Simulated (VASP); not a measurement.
# NaCl (Fm-3m) in VASP: further runs

Aim: see how the results for NaCl move with the level of theory and the settings. Levels: LDA, AM05, PBEsol. Tasks: single point, relaxation of cell and atoms.

Everything below comes from runs of VASP 6.6.1. Logs are shortened: lines on timing, memory, paths and dates and some standing lists are left out, and cuts for length are marked.

### 1 The crystal as given

It takes space group Fm-3m (No. 225, cubic). The conventional cell has a = 5.620 Å, b = 5.620 Å, c = 5.620 Å, α = 90.00°, β = 90.00°, γ = 90.00°. Na (site symmetry m-3m) is surrounded by 6 Cl at 2.81 Å. Around Cl (site symmetry m-3m) lie 6 Na at 2.81 Å.

### 2 Single point, LDA

INCAR reads:

```
ALGO     = Normal         # electronic algorithm
EDIFF    = 1E-7           # SCF threshold, eV
ENCUT    = 520            # plane-wave cutoff, eV
GGA      = CA             # functional
ISIF     = 2              # what is computed and relaxed
ISMEAR   = 0              # smearing method
KPAR     = 4            
LASPH    = True           # aspherical terms in the spheres
LCHARG   = False          # write CHGCAR
LREAL    = False          # projectors in reciprocal space
LWAVE    = False          # write WAVECAR
NELM     = 80             # most SCF steps
PREC     = Accurate       # precision mode
SIGMA    = 0.03           # smearing width, eV
```

KPOINTS reads:

```
k-points
0
Gamma
  6 6 6
```

POSCAR reads:

```
NaCl
1.0
    0.0000000000      2.8100000000      2.8100000000
    2.8100000000      0.0000000000      2.8100000000
    2.8100000000      2.8100000000      0.0000000000
Na Cl
1 1
Direct
    0.0000000000      0.0000000000      0.0000000000
    0.5000000000      0.5000000000      0.5000000000
```

Potentials or basis: VASP PAW LDA potentials, release 64 (Na_pv, Cl).

On the command line:

```
$ cat potpaw_LDA.64/Na_pv/POTCAR potpaw_LDA.64/Cl/POTCAR > POTCAR
$ mpirun -np 4 vasp_std > vasp.out
```

OUTCAR:

```text
EDIFF = 1E-7
   ENCUT = 520
   GGA = CA
   ISIF = 2
   ISMEAR = 0
   LASPH = True
   LREAL = False
   NELM = 80
   PREC = Accurate

 ion  position               nearest neighbor table
   1  0.000  0.000  0.000-
   2  0.500  0.500  0.500-

  LATTYP: Found a face centered cubic cell.
 ALAT       =     5.6200000000

  Lattice vectors:

 A1 = (   0.0000000000,   2.8100000000,   2.8100000000)
 A2 = (   2.8100000000,   0.0000000000,   2.8100000000)
 A3 = (   2.8100000000,   2.8100000000,   0.0000000000)

Analysis of symmetry for initial positions (statically):
=====================================================================
 Subroutine PRICEL returns:
 Original cell was already a primitive cell.

 Routine SETGRP: Setting up the symmetry group for a
 face centered cubic supercell.

 Subroutine GETGRP returns: Found 48 space group operations
 (whereof 48 operations were pure point group operations)
 out of a pool of 48 trial point group operations.

The static configuration has the point symmetry O_h .

Analysis of symmetry for dynamics (positions and initial velocities):
=====================================================================
 Subroutine PRICEL returns:
 Original cell was already a primitive cell.

 Routine SETGRP: Setting up the symmetry group for a
 face centered cubic supercell.

 Subroutine GETGRP returns: Found 48 space group operations
 (whereof 48 operations were pure point group operations)
 out of a pool of 48 trial point group operations.

The dynamic configuration has the point symmetry O_h .

 Subroutine INISYM returns: Found 48 space group operations
 (whereof 48 operations are pure point group operations),
 and found     1 'primitive' translations

----------------------------------------------------------------------------------------

                                     Primitive cell

  volume of cell :      44.3761

  direct lattice vectors                    reciprocal lattice vectors
     0.000000000  2.810000000  2.810000000    -0.177935943  0.177935943  0.177935943
     2.810000000  0.000000000  2.810000000     0.177935943 -0.177935943  0.177935943
     2.810000000  2.810000000  0.000000000     0.177935943  0.177935943 -0.177935943

  length of vectors
     3.973940110  3.973940110  3.973940110     0.308194094  0.308194094  0.308194094

  position of ions in fractional coordinates (direct lattice)
     0.000000000  0.000000000  0.000000000
     0.500000000  0.500000000  0.500000000
[... 76 lines left out ...]
   POTIM  = 0.5000    time-step for ionic-motion
   TEBEG  =    0.0;   TEEND  =   0.0 temperature during run
   PSTRESS=    0.0 pullay stress
   NELECT =      14.0000    total number of electrons
   NUPDOWN=      -1.0000    fix difference up-down
   EMIN   =  10.00;   EMAX   =-10.00  energy-range for DOS
   EFERMI =   0.00;   METHOD = LEGACY
   ISMEAR =     0;   SIGMA  =   0.03  broadening in eV -4-tet -1-fermi 0-gaus
   EFERMI_NEDOS =   21; number of points for ismear=-14 and -15
   IALGO  =     38    algorithm
   IMIX   =      4    mixing-type and parameters
     AMIX     =   0.40;   BMIX     =  1.00
     AMIX_MAG =   1.60;   BMIX_MAG =  1.00
  volume/ion in A,a.u.               =      22.19       149.73
  Fermi-wavevector in a.u.,A,eV,Ry     =   1.114469  2.106040 16.898985  1.242040
  Thomas-Fermi vector in A             =   2.251064
   LORBIT       =      0    0 simple, 1 ext, 2 COOP (PROOUT), +10 PAW based schemes
   GGA     = CA    functional components
   LHFCALC =     F    Hartree Fock is set to
   AEXX    =    0.0000 exact exchange contribution
   IVDW    =     0    specifies the selected vdW correction
   LEPSILON=     F    determine dielectric tensor
   LRPA    =     F    only Hartree local field effects (RPA)
 non-spin polarized calculation
 Gauss-broadening in eV      SIGMA  =   0.03
  energy-cutoff  :      520.00
  volume of cell :       44.38
 maximum number of plane-waves:      1243
 NGX is ok and might be reduce to    30
   NGX = 15   NGY = 15   NGZ = 15

 number of electron      14.0000005 magnetization

 Free energy of the ion-electron system (eV)
  ---------------------------------------------------
  ext. energy  EPLUGINS =         0.00000000
  ---------------------------------------------------
  free energy    TOTEN  =        -7.36307429 eV

  energy without entropy =       -7.36307429  energy(sigma->0) =       -7.36307429

 E-fermi :  -0.6996     XC(G=0):  -8.7669

 val. band max:       -0.8878447505   @ k =   0.0000   0.0000   0.0000
 cond. band min:       3.8507042567   @ k =   0.0000   0.0000   0.0000
 fundamental gap:      4.7385490072
 Fermi energy:        -0.6996094096

 k-point     1 :       0.0000    0.0000    0.0000
  band No.  band energies     occupation
      1     -21.6447      2.00000
      2     -21.6447      2.00000
      3     -21.6447      2.00000
      4     -13.4962      2.00000
      5      -0.8878      2.00000
      6      -0.8878      2.00000
      7      -0.8878      2.00000
      8       3.8507      0.00000
      9       9.9689      0.00000
     10       9.9689      0.00000
     11       9.9689      0.00000
[... 197 lines left out ...]
 k-point    16 :      -0.3333    0.5000    0.1667
  band No.  band energies     occupation
      1     -21.6639      2.00000
      2     -21.6572      2.00000
      3     -21.6555      2.00000
      4     -13.0645      2.00000
      5      -2.4187      2.00000
      6      -1.8603      2.00000
      7      -1.6533      2.00000
      8       7.1898      0.00000
      9       7.6886      0.00000
     10       9.3239      0.00000
     11      10.8779      0.00000

------------------------ aborting loop because EDIFF is reached ----------------------------------------

  FORCE on cell =-STRESS in cart. coord.  units (eV):
  Direction    XX          YY          ZZ          XY          YZ          ZX
  --------------------------------------------------------------------------------------
  -------------------------------------------------------------------------------------
  Total       -0.6187825     -0.6187825     -0.6187825     -0.0000000     -0.0000000     -0.0000000
  in kB      -22.3408472    -22.3408472    -22.3408472     -0.0000000     -0.0000000     -0.0000000
  external PRESSURE =     -22.3408472 kB  Pullay stress =       0.0000000 kB

 VOLUME and BASIS-vectors are now :
 -----------------------------------------------------------------------------
  energy-cutoff  :      520.00
  volume of cell :       44.38
      direct lattice vectors                 reciprocal lattice vectors
     0.000000000  2.810000000  2.810000000    -0.177935943  0.177935943  0.177935943
     2.810000000  0.000000000  2.810000000     0.177935943 -0.177935943  0.177935943
     2.810000000  2.810000000  0.000000000     0.177935943  0.177935943 -0.177935943

 POSITION                                       TOTAL-FORCE (eV/Angst)
 -----------------------------------------------------------------------------------
      0.00000      0.00000      0.00000        -0.000000     -0.000000     -0.000000
      2.81000      2.81000      2.81000         0.000000      0.000000      0.000000
 -----------------------------------------------------------------------------------
    total drift:                               -0.000000      0.000000      0.000000

  FREE ENERGIE OF THE ION-ELECTRON SYSTEM (eV)
  ---------------------------------------------------
  free  energy   TOTEN  =        -7.3630742933 eV

  energy  without entropy=       -7.3630742933  energy(sigma->0) =       -7.36307429
```

It took 3.4 s on 4 MPI ranks of AMD EPYC 7R13 (Zen 3), shared host; peak memory 0.11 GiB.

What came out:

```yaml
Free_energy: -7.3631 eV
Pressure: -2.2 GPa
Band_gap_on_the_k_mesh: 4.74 eV, direct
```

Levels at points of the mesh, in eV from the valence-band top:
```
           k point  band 3  band 4  band 5  band 6  band 7  band 8  band 9  band 10  band 11
(0.00, 0.00, 0.00)  -20.76  -12.61    0.00    0.00    0.00    4.74   10.86    10.86    10.86
(0.50, 0.00, 0.00)  -20.76  -12.24   -2.06   -0.28   -0.28    6.91   10.35    10.70    10.70
(0.50, 0.50, 0.00)  -20.77  -12.19   -1.77   -0.63   -0.63    7.20    7.73    11.01    14.42
```

### 3 Relaxation of cell and atoms, AM05

INCAR reads:

```
PREC = Accurate
ENCUT = 600
EDIFF = 1E-6
ISMEAR = 0
SIGMA = 0.03
LREAL = False
LASPH = True
NELM = 80
ALGO = Normal
ISIF = 3
LWAVE = False
LCHARG = False
GGA = AM
IBRION = 2
NSW = 90
EDIFFG = -0.01
```

KPOINTS reads:

```
Automatic mesh
0
Gamma
  8 8 8
```

POSCAR is that of step 2.

Potentials or basis: VASP PAW PBE potentials, release 64 (Na_pv, Cl).

On the command line:

```
$ cat potpaw_PBE.64/Na_pv/POTCAR potpaw_PBE.64/Cl/POTCAR > POTCAR
$ mpirun -np 1 vasp_std > vasp.out
```

Wall time 22 s (1 thread of Intel Xeon Platinum 8488C (Sapphire Rapids), shared host); peak memory 0.17 GiB.

Results (log left out):

```
Free energy                            : -6.6906 eV
Relaxed volume                         : 22.93 Å³/atom
Relaxed cell                           : a = 4.018 Å, b = 4.018 Å, c = 4.018 Å, α = 60.00°, β = 60.00°, γ = 60.00°
Space group after relaxing (to 0.05 Å) : Fm-3m (No. 225)
Energy gained by relaxing              : 1.8 meV/atom
Ionic steps                            : 4
Pressure after relaxing                : 0.0 GPa
Band gap on the k mesh                 : 5.05 eV, direct
```

The path:
| step | energy change (eV) | largest force (eV/Å) | pressure (GPa) | volume (Å³) |
| --- | --- | --- | --- | --- |
| 1 | 0.0000 | 0.0000 | 0.81 | 44.38 |
| 2 | -0.0027 | 0.0000 | 0.38 | 45.10 |
| 3 | -0.0035 | 0.0000 | -0.08 | 46.02 |
| 4 | -0.0036 | 0.0000 | 0.02 | 45.86 |

Final structure:
```yaml
crystal:
  lattice:
    - [0.00000, 2.84092, 2.84092]
    - [2.84092, 0.00000, 2.84092]
    - [2.84092, 2.84092, 0.00000]
  atoms:
    - { symbol: Na, position: [0.00000, 0.00000, 0.00000] }
    - { symbol: Cl, position: [0.50000, 0.50000, 0.50000] }
```

Levels at points of the mesh, in eV from the valence-band top:
| k point | band 3 | band 4 | band 5 | band 6 | band 7 | band 8 | band 9 | band 10 | band 11 |
| --- | --- | --- | --- | --- | --- | --- | --- | --- | --- |
| (0.00, 0.00, 0.00) | -20.77 | -12.55 | 0.00 | 0.00 | 0.00 | 5.05 | 11.09 | 11.09 | 11.09 |
| (0.50, 0.00, 0.00) | -20.77 | -12.23 | -1.86 | -0.25 | -0.25 | 7.22 | 10.48 | 10.92 | 10.92 |
| (0.50, 0.50, 0.00) | -20.77 | -12.19 | -1.61 | -0.58 | -0.58 | 7.52 | 8.07 | 11.16 | 14.59 |

Caveat: the PAW data sets were made with another functional, which shifts forces and pressure a little. A k mesh can miss the band edges.

### 4 Relaxation of cell and atoms, AM05

This run uses another cell than the first one, of 22.93 Å³/atom, 1.033 times its volume.

Changes to INCAR since step 3:

```diff
@@ -2,3 +2,3 @@
 ENCUT = 600
-EDIFF = 1E-6
+EDIFF = 1E-7
 ISMEAR = 0
@@ -15,2 +15,2 @@
 NSW = 90
-EDIFFG = -0.01
+EDIFFG = -0.005
```

KPOINTS is that of step 3.

POSCAR reads:

```
NaCl                                    
1.0
    0.0000000000      2.8409238725      2.8409238725
    2.8409238725      0.0000000000      2.8409238725
    2.8409238725      2.8409238725     -0.0000000000
  Na              Cl            
     1     1
Direct
     0.0000000000000000    0.0000000000000000    0.0000000000000000
     0.5000000000000000    0.5000000000000000    0.5000000000000000
```

On the command line:

```
$ cat potpaw_PBE.64/Na_pv/POTCAR potpaw_PBE.64/Cl/POTCAR > POTCAR
$ mpirun -np 1 vasp_std > vasp.out
```

Run time: 9.4 s. Hardware: 1 thread of Intel Xeon Platinum 8488C (Sapphire Rapids), shared host; peak memory 0.17 GiB.

It converged, with:

```
Free energy             : -6.6908 eV
Pressure after relaxing : 0.0 GPa
Band gap on the k mesh  : 5.05 eV, direct
```

Final structure:
```
CELL_PARAMETERS angstrom
0.00000 2.84092 2.84092
2.84092 0.00000 2.84092
2.84092 2.84092 0.00000
ATOMIC_POSITIONS crystal
Na 0.00000 0.00000 0.00000
Cl 0.50000 0.50000 0.50000
```

Levels at points of the mesh, in eV from the valence-band top:
```
           k point  band 3  band 4  band 5  band 6  band 7  band 8  band 9  band 10  band 11
(0.00, 0.00, 0.00)  -20.77  -12.55    0.00    0.00    0.00    5.05   11.09    11.09    11.09
(0.50, 0.00, 0.00)  -20.77  -12.23   -1.86   -0.25   -0.25    7.22   10.48    10.92    10.92
(0.50, 0.50, 0.00)  -20.77  -12.19   -1.61   -0.58   -0.58    7.52    8.07    11.15    14.59
```

Caveat: the relaxation stopped at its first step, so nothing moved; the PAW data sets were made with another functional, which shifts forces and pressure a little. AM05 gaps usually lie below the measured ones, often by a third to a half.

### 5 Relaxation of cell and atoms, PBEsol

INCAR reads:

```
PREC = Accurate ; ENCUT = 600
EDIFF = 1E-6 ; ISMEAR = 0
SIGMA = 0.03 ; LREAL = F
LASPH = T ; NELM = 80
ALGO = Normal ; ISIF = 3
LWAVE = F ; LCHARG = F
GGA = PS ; IBRION = 2
NSW = 90 ; EDIFFG = -0.01
```

KPOINTS is that of step 4.

POSCAR reads:

```
NaCl
1.0
    0.0000000000      2.8100000000      2.8100000000
    2.8100000000      0.0000000000      2.8100000000
    2.8100000000      2.8100000000      0.0000000000
Na Cl
1 1
Direct
    0.0000000000      0.0000000000      0.0000000000
    0.5000000000      0.5000000000      0.5000000000
```

On the command line:

```
$ cat potpaw_PBE.64/Na_pv/POTCAR potpaw_PBE.64/Cl/POTCAR > POTCAR
$ mpirun -np 1 vasp_std > vasp.out
```

Run time: 9.2 s. Hardware: 1 thread of Intel Xeon 6975P-C (Granite Rapids), shared host; peak memory 0.18 GiB.

Results (log left out):

```yaml
Free_energy: -6.9987 eV
Relaxed_volume: 22.07 Å³/atom
Relaxed_cell: a = 3.967 Å, b = 3.967 Å, c = 3.967 Å, α = 60.00°, β = 60.00°, γ = 60.00°
Space_group_after_relaxing_to_0.05_Å: Fm-3m (No. 225)
Energy_gained_by_relaxing: 0.1 meV/atom
Ionic_steps: 3
Pressure_after_relaxing: -0.1 GPa
Band_gap_on_the_k_mesh: 4.99 eV, direct
```

The path:
```
step  energy change (eV)  largest force (eV/Å)  pressure (GPa)  volume (Å³)
   1              0.0000                0.0000           -0.19        44.38
   2             -0.0002                0.0000           -0.08        44.20
   3             -0.0002                0.0000           -0.05        44.15
```

Final structure:
```
CELL_PARAMETERS angstrom
0.00000 2.80517 2.80517
2.80517 0.00000 2.80517
2.80517 2.80517 0.00000
ATOMIC_POSITIONS crystal
Na 0.00000 0.00000 0.00000
Cl 0.50000 0.50000 0.50000
```

Levels at points of the mesh, in eV from the valence-band top:
```
           k point  band 5  band 6  band 7  band 8  band 9  band 10
(0.00, 0.00, 0.00)    0.00    0.00    0.00    4.99   11.01    11.01
(0.50, 0.00, 0.00)   -2.02   -0.28   -0.28    7.10   10.63    10.90
(0.50, 0.50, 0.00)   -1.75   -0.63   -0.63    7.48    7.88    11.24
```

Caveat: the PAW data sets were made with another functional, which shifts forces and pressure a little.

### 6 Overview

| task | level | potentials or basis | cell | k mesh | cutoff (eV) | gap on the mesh (eV) | pressure (GPa) |
| --- | --- | --- | --- | --- | --- | --- | --- |
| single point | LDA | VASP PAW LDA potentials, release 64 (Na_pv, Cl) | Fm-3m, 22.19 Å³/atom | 6 × 6 × 6 | 520 | 4.74 | -2.2 |
| relaxation of cell and atoms | AM05 | VASP PAW PBE potentials, release 64 (Na_pv, Cl) | relaxed | 8 × 8 × 8 | 600 | 5.05 | 0.0 |
| relaxation of cell and atoms | PBEsol | VASP PAW PBE potentials, release 64 (Na_pv, Cl) | relaxed | 8 × 8 × 8 | 600 | 4.99 | -0.1 |

Alike in all rows: no spin polarisation; smearing gaussian 0.03 eV.

Caveats: the PAW data sets were made with another functional, which shifts forces and pressure a little (some runs); the relaxation stopped at its first step, so nothing moved (some runs).

Absolute energies hang on the potentials; compare differences alone.
